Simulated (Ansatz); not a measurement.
Consider the following.

Li3N:
```cif
data_Li3N
_chemical_formula_sum 'Li3 N1'
_space_group_name_H-M_alt 'P 1'
_space_group_IT_number 1
_cell_length_a 3.60714
_cell_length_b 3.60714
_cell_length_c 3.84463
_cell_angle_alpha 90.000
_cell_angle_beta 90.000
_cell_angle_gamma 120.000
loop_
_space_group_symop_operation_xyz
  'x, y, z'
loop_
_atom_site_label
_atom_site_type_symbol
_atom_site_fract_x
_atom_site_fract_y
_atom_site_fract_z
_atom_site_occupancy
Li1 Li 0.00000 0.00000 0.50000 1
Li2 Li 0.33333 0.66667 0.00000 1
Li3 Li 0.66667 0.33333 0.00000 1
N1 N 0.00000 0.00000 0.00000 1
```

This is the PBEsol-relaxed structure.

Problem. All from PBEsol (plane waves, PAW; program Ansatz), unless another level is named. Give the HSE06 gap on the PBEsol cell.

Solution. 2.02 eV.

Problem. And the weight of the conduction-edge state by species (Voronoi cells)?

Solution. Li 88 %, N 12 %.

Problem. Next, the weight of the valence-edge state by species (Voronoi cells)?

Solution. N 79 %, Li 21 %.

Problem. And the valence-band maximum?

Solution. at A.

Space group P6/mmm. The PBEsol relaxation kept the symmetry of its start. At this level the phase is dynamically unstable (imaginary phonons).

Potentials: the later of the program's two PAW sets.
